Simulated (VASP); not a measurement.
# ZnH (F-43m) in VASP: notebook

Aim: see how the results for ZnH move with the level of theory and the settings. Levels: PBE, RPBE, LDA. Tasks: relaxation of cell and atoms, relaxation of the atoms.

Program: VASP 6.6.1. These are calculated values, not measurements. Logs are shortened: lines on timing, memory, paths and dates and some standing lists are left out, and cuts for length are marked.

### Step 1. The structure

Symmetry: F-43m, No. 216, cubic system. The conventional cell has a = 4.669 Å, b = 4.669 Å, c = 4.669 Å, α = 90.00°, β = 90.00°, γ = 90.00°. Around Zn (site symmetry -43m) lie 4 H at 2.02 Å. H (site symmetry -43m) is surrounded by 4 Zn at 2.02 Å.

The cell was built by a generator and needn't be a form met in nature.

### Step 2. Relaxation of cell and atoms, PBE

INCAR reads:

```
SYSTEM = ZnH
PREC     = Accurate       ! precision mode
ENCUT    = 600            ! plane-wave cutoff, eV
EDIFF    = 1E-7           ! SCF threshold, eV
ISMEAR   = 0              ! smearing method
SIGMA    = 0.05           ! smearing width, eV
LREAL    = .FALSE.        ! projectors in reciprocal space
LASPH    = .TRUE.         ! aspherical terms in the spheres
NELM     = 60             ! most SCF steps
ALGO     = Fast           ! electronic algorithm
ISIF     = 3              ! what is computed and relaxed
LWAVE    = .FALSE.        ! write WAVECAR
LCHARG   = .FALSE.        ! write CHGCAR
GGA      = PE             ! functional
IBRION   = 2              ! ionic algorithm
NSW      = 60             ! ionic steps
EDIFFG   = -0.01          ! ionic threshold
```

KPOINTS reads:

```
Automatic mesh
0
G
  10 10 10
  0 0 0
```

POSCAR reads:

```
ZnH
1.0
    0.0000000000      2.3347076100      2.3347076100
    2.3347076100      0.0000000000      2.3347076100
    2.3347076100      2.3347076100      0.0000000000
Zn H
1 1
Direct
    0.0000000000      0.0000000000      0.0000000000
    0.2500000000      0.2500000000      0.2500000000
```

Potentials or basis: VASP PAW PBE potentials, release 64 (Zn, H).

On the command line:

```console
$ cat potpaw_PBE.64/Zn/POTCAR potpaw_PBE.64/H/POTCAR > POTCAR
$ mpirun -np 1 vasp_std > vasp.out
```

OUTCAR:

```text
SYSTEM = ZnH
   PREC = Accurate
   ENCUT = 600
   EDIFF = 1E-7
   ISMEAR = 0
   LREAL = .FALSE.
   LASPH = .TRUE.
   NELM = 60
   ISIF = 3
   GGA = PE
   IBRION = 2
   NSW = 60
   EDIFFG = -0.01

 ion  position               nearest neighbor table
   1  0.000  0.000  0.000-
   2  0.250  0.250  0.250-

  LATTYP: Found a face centered cubic cell.
 ALAT       =     4.6694152200

  Lattice vectors:

 A1 = (   0.0000000000,   2.3347076100,   2.3347076100)
 A2 = (   2.3347076100,   0.0000000000,   2.3347076100)
 A3 = (   2.3347076100,   2.3347076100,   0.0000000000)

Analysis of symmetry for initial positions (statically):
=====================================================================
 Subroutine PRICEL returns:
 Original cell was already a primitive cell.

 Routine SETGRP: Setting up the symmetry group for a
 face centered cubic supercell.

 Subroutine GETGRP returns: Found 24 space group operations
 (whereof 24 operations were pure point group operations)
 out of a pool of 48 trial point group operations.

The static configuration has the point symmetry T_d .

Analysis of symmetry for dynamics (positions and initial velocities):
=====================================================================
 Subroutine PRICEL returns:
 Original cell was already a primitive cell.

 Routine SETGRP: Setting up the symmetry group for a
 face centered cubic supercell.

 Subroutine GETGRP returns: Found 24 space group operations
 (whereof 24 operations were pure point group operations)
 out of a pool of 48 trial point group operations.

The dynamic configuration has the point symmetry T_d .

 Subroutine INISYM returns: Found 24 space group operations
 (whereof 24 operations are pure point group operations),
 and found     1 'primitive' translations

----------------------------------------------------------------------------------------

                                     Primitive cell

  volume of cell :      25.4523

  direct lattice vectors                    reciprocal lattice vectors
     0.000000000  2.334707610  2.334707610    -0.214159579  0.214159579  0.214159579
     2.334707610  0.000000000  2.334707610     0.214159579 -0.214159579  0.214159579
     2.334707610  2.334707610  0.000000000     0.214159579  0.214159579 -0.214159579

  length of vectors
     3.301775166  3.301775166  3.301775166     0.370935273  0.370935273  0.370935273

  position of ions in fractional coordinates (direct lattice)
     0.000000000  0.000000000  0.000000000
     0.250000000  0.250000000  0.250000000

  ion indices of the primitive-cell ions
   primitive index   ion index
                 1           1
                 2           2

----------------------------------------------------------------------------------------

 KPOINTS: Automatic mesh

Automatic generation of k-mesh.
 Grid dimensions read from file:
 generate k-points for:   10   10   10

 Generating k-lattice:

  Cartesian coordinates                     Fractional coordinates (reciprocal lattice)
    -0.021415958  0.021415958  0.021415958     0.100000000  0.000000000  0.000000000
     0.021415958 -0.021415958  0.021415958     0.000000000  0.100000000  0.000000000
     0.021415958  0.021415958 -0.021415958     0.000000000  0.000000000  0.100000000

  Length of vectors
     0.037093527  0.037093527  0.037093527

  Shift w.r.t. Gamma in fractional coordinates (k-lattice)
     0.000000000  0.000000000  0.000000000

 Subroutine IBZKPT returns following result:
 ===========================================

 Found     47 irreducible k-points:

 Following reciprocal coordinates:
            Coordinates               Weight
  0.000000  0.000000  0.000000      1.000000
  0.100000  0.000000  0.000000      8.000000
  0.200000  0.000000  0.000000      8.000000
  0.300000  0.000000  0.000000      8.000000
  0.400000  0.000000  0.000000      8.000000
  0.500000  0.000000  0.000000      4.000000
[... 16 lines left out ...]
  0.300000  0.300000  0.000000      6.000000
  0.400000  0.300000  0.000000     24.000000
 [... further k-points ...]
   k-points           NKPTS =     47   k-points in BZ     NKDIM =     47   number of bands    NBANDS=     10
   number of dos      NEDOS =    301   number of ions     NIONS =      2
   total plane-waves  NPLWV =  21952
   dimension x,y,z NGX =    28 NGY =   28 NGZ =   28
   dimension x,y,z NGXF=    56 NGYF=   56 NGZF=   56
   ions per type =               1   1
   NGX,Y,Z   is equivalent  to a cutoff of  14.10, 14.10, 14.10 a.u.
   NGXF,Y,Z  is equivalent  to a cutoff of  28.20, 28.20, 28.20 a.u.
 SYSTEM =  ZnH
   PREC   = accura    normal or accurate (medium, high low for compatibility)
   ISTART =      0    job   : 0-new  1-cont  2-samecut
   ICHARG =      2    charge: 1-file 2-atom 10-const
   ISPIN  =      1    spin polarized calculation?
   LNONCOLLINEAR =      F non collinear calculations
   LSORBIT =      F    spin-orbit coupling
   LASPH  =      T    aspherical Exc in radial PAW
   ENCUT  =  600.0 eV  44.10 Ry    6.64 a.u.   6.59  6.59  6.59*2*pi/ulx,y,z
   NELM   =     60;   NELMIN=  2; NELMDL= -5     # of ELM steps
   EDIFF  = 0.1E-06   stopping-criterion for ELM
   LREAL  =      F    real-space projection
   EDIFFG = -.1E-01   stopping-criterion for IOM
   NSW    =     60    number of steps for IOM
   IBRION =      2    ionic relax: 0-MD 1-quasi-New 2-CG
   NFREE  =      1    steps in history (QN), initial steepest desc. (CG)
   ISIF   =      3    stress and relaxation
   ISYM   =      2    0-nonsym 1-usesym 2-fastsym
   POTIM  = 0.5000    time-step for ionic-motion
   TEBEG  =    0.0;   TEEND  =   0.0 temperature during run
   PSTRESS=    0.0 pullay stress
   NELECT =      13.0000    total number of electrons
   NUPDOWN=      -1.0000    fix difference up-down
   EMIN   =  10.00;   EMAX   =-10.00  energy-range for DOS
   EFERMI =   0.00;   METHOD = LEGACY
   ISMEAR =     0;   SIGMA  =   0.05  broadening in eV -4-tet -1-fermi 0-gaus
   EFERMI_NEDOS =   21; number of points for ismear=-14 and -15
   IALGO  =     68    algorithm
   IMIX   =      4    mixing-type and parameters
     AMIX     =   0.40;   BMIX     =  1.00
     AMIX_MAG =   1.60;   BMIX_MAG =  1.00
  volume/ion in A,a.u.               =      12.73        85.88
  Fermi-wavevector in a.u.,A,eV,Ry     =   1.308620  2.472933 23.299780  1.712485
  Thomas-Fermi vector in A             =   2.439274
   LORBIT       =      0    0 simple, 1 ext, 2 COOP (PROOUT), +10 PAW based schemes
   GGA     = PE    functional components
   LHFCALC =     F    Hartree Fock is set to
   AEXX    =    0.0000 exact exchange contribution
   IVDW    =     0    specifies the selected vdW correction
   LEPSILON=     F    determine dielectric tensor
   LRPA    =     F    only Hartree local field effects (RPA)
 conjugate gradient relaxation of ions
 non-spin polarized calculation
 RMM-DIIS sequential band-by-band and
 Gauss-broadening in eV      SIGMA  =   0.05
  energy-cutoff  :      600.00
  volume of cell :       25.45
 maximum number of plane-waves:       875
 NGX is ok and might be reduce to    28
   NGX = 13   NGY = 13   NGZ = 13

--------------------------------------- Ionic step        1  -------------------------------------------

 number of electron      12.9999989 magnetization

 Free energy of the ion-electron system (eV)
  ---------------------------------------------------
  ext. energy  EPLUGINS =         0.00000000
  ---------------------------------------------------
  free energy    TOTEN  =        -3.47826278 eV

  energy without entropy =       -3.47765594  energy(sigma->0) =       -3.47795936

 E-fermi :   1.0121     XC(G=0):  -9.7248

 val. band max:        0.8734835375   @ k =   0.4000   0.1000   0.0000
 cond. band min:       1.0516290844   @ k =  -0.4000   0.4000   0.2000
 fundamental gap:      0.1781455469
 Fermi energy:         1.0120938090

 k-point     1 :       0.0000    0.0000    0.0000
  band No.  band energies     occupation
      1      -8.4200      2.00000
      2      -6.0553      2.00000
      3      -6.0553      2.00000
      4      -6.0553      2.00000
      5      -5.8771      2.00000
      6      -5.8771      2.00000
      7       6.7326      0.00000
      8      12.5355      0.00000
      9      12.5356      0.00000
     10      12.5358      0.00000

 k-point     2 :       0.1000    0.0000    0.0000
  band No.  band energies     occupation
      1      -8.2381      2.00000
      2      -6.0592      2.00000
      3      -6.0418      2.00000
      4      -6.0418      2.00000
      5      -5.8795      2.00000
      6      -5.8795      2.00000
      7       6.3009      0.00000
      8      10.6541      0.00000
      9      12.0207      0.00000
     10      12.0208      0.00000
[... 380 lines left out ...]
 POSITION                                       TOTAL-FORCE (eV/Angst)
 -----------------------------------------------------------------------------------
      0.00000      0.00000      0.00000         0.000000      0.000000      0.000000
      1.12011      1.12011      1.12011        -0.000000     -0.000000     -0.000000
 -----------------------------------------------------------------------------------
    total drift:                               -0.000000     -0.000000     -0.000000

  FREE ENERGIE OF THE ION-ELECTRON SYSTEM (eV)
  ---------------------------------------------------
  free  energy   TOTEN  =        -3.5420721219 eV

  energy  without entropy=       -3.5410471200  energy(sigma->0) =       -3.54155962

--------------------------------------- Ionic step        4  -------------------------------------------

 number of electron      12.9999993 magnetization

 Free energy of the ion-electron system (eV)
  ---------------------------------------------------
  ext. energy  EPLUGINS =         0.00000000
  ---------------------------------------------------
  free energy    TOTEN  =        -3.54377859 eV

  energy without entropy =       -3.54239795  energy(sigma->0) =       -3.54308827

 E-fermi :   2.0240     XC(G=0): -10.4068

 val. band max:        2.0196797022   @ k =  -0.3000   0.5000   0.2000
 cond. band min:       2.0453431777   @ k =  -0.4000   0.4000   0.2000
 fundamental gap:      0.0256634755
 Fermi energy:         2.0240216697

 k-point     1 :       0.0000    0.0000    0.0000
  band No.  band energies     occupation
      1      -8.6886      2.00000
      2      -5.4847      2.00000
      3      -5.4847      2.00000
      4      -5.4847      2.00000
      5      -5.2422      2.00000
      6      -5.2422      2.00000
      7       8.2533      0.00000
      8      14.7454      0.00000
      9      14.7459      0.00000
     10      14.7459      0.00000

 k-point     2 :       0.1000    0.0000    0.0000
  band No.  band energies     occupation
      1      -8.4843      2.00000
      2      -5.4965      2.00000
      3      -5.4666      2.00000
      4      -5.4666      2.00000
      5      -5.2458      2.00000
      6      -5.2458      2.00000
      7       7.7767      0.00000
      8      12.5428      0.00000
      9      14.0887      0.00000
     10      14.0887      0.00000
[... 308 lines left out ...]
 POSITION                                       TOTAL-FORCE (eV/Angst)
 -----------------------------------------------------------------------------------
      0.00000      0.00000      0.00000        -0.000000     -0.000000     -0.000000
      1.11128      1.11128      1.11128         0.000000      0.000000      0.000000
 -----------------------------------------------------------------------------------
    total drift:                               -0.000000     -0.000000     -0.000000

  FREE ENERGIE OF THE ION-ELECTRON SYSTEM (eV)
  ---------------------------------------------------
  free  energy   TOTEN  =        -3.5437785934 eV

  energy  without entropy=       -3.5423979482  energy(sigma->0) =       -3.54308827

 reached required accuracy - stopping structural energy minimisation
```

It took 79 s on 1 thread of AMD EPYC 7R43 (Zen 3), shared host; peak memory 0.14 GiB.

Results:

- Free energy: -3.5438 eV
- Relaxed volume: 10.98 Å³/atom
- Relaxed cell: a = 3.143 Å, b = 3.143 Å, c = 3.143 Å, α = 60.00°, β = 60.00°, γ = 60.00°
- Space group after relaxing (to 0.05 Å): F-43m (No. 216)
- Energy gained by relaxing: 32.8 meV/atom
- Ionic steps: 4
- Pressure after relaxing: 0.1 GPa
- Band gap on the k mesh: none (metal or under the smearing width)

The path:
| step | energy change (eV) | largest force (eV/Å) | pressure (GPa) | volume (Å³) |
| --- | --- | --- | --- | --- |
| 1 | 0.0000 | 0.0000 | -5.30 | 25.45 |
| 2 | -0.0426 | 0.0000 | -3.50 | 23.93 |
| 3 | -0.0638 | 0.0000 | -1.02 | 22.49 |
| 4 | -0.0655 | 0.0000 | 0.06 | 21.96 |

Final structure:
```xyz
2
Lattice="0.0000 2.2226 2.2226 2.2226 0.0000 2.2226 2.2226 2.2226 0.0000" Properties=species:S:1:pos:R:3 pbc="T T T"
Zn    0.0000    0.0000    0.0000
H     1.1113    1.1113    1.1113
```

Levels at points of the mesh, in eV from the Fermi level:
```tsv
k point	band 4	band 5	band 6	band 7	band 8	band 9
(0.00, 0.00, 0.00)	-7.51	-7.27	-7.27	6.23	12.72	12.72
(0.50, 0.00, 0.00)	-7.13	-7.13	-5.44	-2.72	8.09	10.03
(0.50, 0.50, 0.00)	-7.11	-7.11	-4.74	-0.59	5.34	5.34
```

### Step 3. Relaxation of the atoms, RPBE

INCAR reads:

```
PREC     = Accurate       # precision mode
ENCUT    = 520            # plane-wave cutoff, eV
EDIFF    = 1E-6           # SCF threshold, eV
ISMEAR   = 0              # smearing method
SIGMA    = 0.05           # smearing width, eV
LREAL    = False          # projectors in reciprocal space
LASPH    = True           # aspherical terms in the spheres
NELM     = 60             # most SCF steps
ALGO     = Fast           # electronic algorithm
ISIF     = 2              # what is computed and relaxed
LWAVE    = False          # write WAVECAR
LCHARG   = False          # write CHGCAR
GGA      = RP             # functional
IBRION   = 2              # ionic algorithm
NSW      = 40             # ionic steps
EDIFFG   = -0.02          # ionic threshold
```

KPOINTS reads:

```
Automatic mesh
0
Gamma
  10 10 10
```

POSCAR is that of step 2.

Potentials or basis: VASP PAW PBE potentials, release 64 (Zn, H).

On the command line:

```console
$ cat potpaw_PBE.64/Zn/POTCAR potpaw_PBE.64/H/POTCAR > POTCAR
$ mpirun -np 1 vasp_std > vasp.out
```

OUTCAR:

```text
PREC = Accurate
   ENCUT = 520
   EDIFF = 1E-6
   ISMEAR = 0
   LREAL = False
   LASPH = True
   NELM = 60
   ISIF = 2
   GGA = RP
   IBRION = 2
   NSW = 40
   EDIFFG = -0.02

 ion  position               nearest neighbor table
   1  0.000  0.000  0.000-
   2  0.250  0.250  0.250-

  LATTYP: Found a face centered cubic cell.
 ALAT       =     4.6694152200

  Lattice vectors:

 A1 = (   0.0000000000,   2.3347076100,   2.3347076100)
 A2 = (   2.3347076100,   0.0000000000,   2.3347076100)
[... 493 lines left out ...]
      6      -4.6102      2.00000
      7       2.6147      0.00000
      8       5.5777      0.00000
      9       7.2234      0.00000
     10       8.3157      0.00000

 [... further k-points ...]
[... 5 lines left out ...]
  --------------------------------------------------------------------------------------
  -------------------------------------------------------------------------------------
  Total       -0.5615104     -0.5615104     -0.5615104      0.0000000      0.0000000      0.0000000
  in kB      -35.3460503    -35.3460503    -35.3460503      0.0000000      0.0000000      0.0000000
  external PRESSURE =     -35.3460503 kB  Pullay stress =       0.0000000 kB

 VOLUME and BASIS-vectors are now :
 -----------------------------------------------------------------------------
  energy-cutoff  :      520.00
  volume of cell :       25.45
      direct lattice vectors                 reciprocal lattice vectors
     0.000000000  2.334707610  2.334707610    -0.214159579  0.214159579  0.214159579
     2.334707610  0.000000000  2.334707610     0.214159579 -0.214159579  0.214159579
     2.334707610  2.334707610  0.000000000     0.214159579  0.214159579 -0.214159579

 POSITION                                       TOTAL-FORCE (eV/Angst)
 -----------------------------------------------------------------------------------
      0.00000      0.00000      0.00000         0.000000      0.000000      0.000000
      1.16735      1.16735      1.16735        -0.000000     -0.000000     -0.000000
 -----------------------------------------------------------------------------------
    total drift:                               -0.000000     -0.000000     -0.000000

  FREE ENERGIE OF THE ION-ELECTRON SYSTEM (eV)
  ---------------------------------------------------
  free  energy   TOTEN  =        -3.1542749666 eV

  energy  without entropy=       -3.1536670313  energy(sigma->0) =       -3.15397100

 reached required accuracy - stopping structural energy minimisation
```

Wall time 21 s (1 thread of AMD EPYC 7R43 (Zen 3), shared host); peak memory 0.12 GiB.

What came out:

```yaml
Free_energy: -3.1543 eV
Pressure_after_relaxing: -3.5 GPa
Band_gap_on_the_k_mesh: none (metal or under the smearing width)
```

Final structure:
```
CELL_PARAMETERS angstrom
0.00000 2.33471 2.33471
2.33471 0.00000 2.33471
2.33471 2.33471 0.00000
ATOMIC_POSITIONS crystal
Zn 0.00000 0.00000 0.00000
H 0.25000 0.25000 0.25000
```

Caveat: the relaxation stopped at its first step, so nothing moved; the PAW data sets were made with another functional, which shifts forces and pressure a little.

### Step 4. Relaxation of cell and atoms, LDA, target pressure 2 GPa, at which the enthalpy is minimised

INCAR reads:

```
SYSTEM = ZnH
ALGO     = Fast           ! electronic algorithm
EDIFF    = 1E-7           ! SCF threshold, eV
EDIFFG   = -0.01          ! ionic threshold
ENCUT    = 600            ! plane-wave cutoff, eV
IBRION   = 2              ! ionic algorithm
ISIF     = 3              ! what is computed and relaxed
ISMEAR   = -1             ! smearing method
LASPH    = .True.         ! aspherical terms in the spheres
LCHARG   = .False.        ! write CHGCAR
LREAL    = .False.        ! projectors in reciprocal space
LWAVE    = .False.        ! write WAVECAR
NELM     = 100            ! most SCF steps
NSW      = 40             ! ionic steps
PREC     = Accurate       ! precision mode
PSTRESS  = 20           
SIGMA    = 0.05           ! smearing width, eV
```

KPOINTS reads:

```
k-points
0
Gamma
  10 10 10
  0 0 0
```

POSCAR is that of step 3.

Potentials or basis: VASP PAW LDA potentials, release 64 (Zn, H).

On the command line:

```console
$ cat potpaw_LDA.64/Zn/POTCAR potpaw_LDA.64/H/POTCAR > POTCAR
$ mpirun -np 1 vasp_std > vasp.out
```

Wall time 83 s (1 thread of Intel Xeon Platinum 8259CL at 2.50GHz (Skylake/Cascade Lake), shared host); peak memory 0.16 GiB.

Results (log left out):

| Item | Value |
| --- | --- |
| Free energy | -4.4837 eV |
| Relaxed volume | 9.61 Å³/atom |
| Relaxed cell | a = 3.007 Å, b = 3.007 Å, c = 3.007 Å, α = 60.00°, β = 60.00°, γ = 60.00° |
| Space group after relaxing (to 0.05 Å) | F-43m (No. 216) |
| Energy change on relaxing (the enthalpy is what falls) | -104.2 meV/atom |
| Ionic steps | 5 |
| Pressure after relaxing | 2.1 GPa |
| Band gap on the k mesh | none (metal or under the smearing width) |

Step by step:
```tsv
step	energy change (eV)	largest force (eV/Å)	pressure (GPa)	volume (Å³)
1	0.0000	0.0000	-9.59	25.45
2	-0.1624	0.0000	-5.91	22.21
3	-0.2117	0.0000	-0.04	19.77
4	-0.2065	0.0000	2.53	19.08
5	-0.2084	0.0000	2.06	19.22
```

Final structure:
```
Zn H
1.0
     0.00000    2.12602    2.12602
     2.12602    0.00000    2.12602
     2.12602    2.12602    0.00000
Zn H
1 1
Direct
  0.00000 0.00000 0.00000
  0.25000 0.25000 0.25000
```

Levels at points of the mesh, in eV from the Fermi level:
```
           k point  band 4  band 5  band 6  band 7  band 8  band 9
(0.00, 0.00, 0.00)   -8.03   -7.71   -7.71    7.01   13.80   13.80
(0.50, 0.00, 0.00)   -7.54   -7.54   -5.85   -3.15    9.02   10.78
(0.50, 0.50, 0.00)   -7.51   -7.51   -5.17   -0.58    5.48    5.48
```

Caveat: the cell is relaxed towards a set pressure, so the enthalpy falls and the energy may rise; the volume moved by over 15 % at a fixed basis, so the end points are rough.

(Part 1 of 2 ends here.)
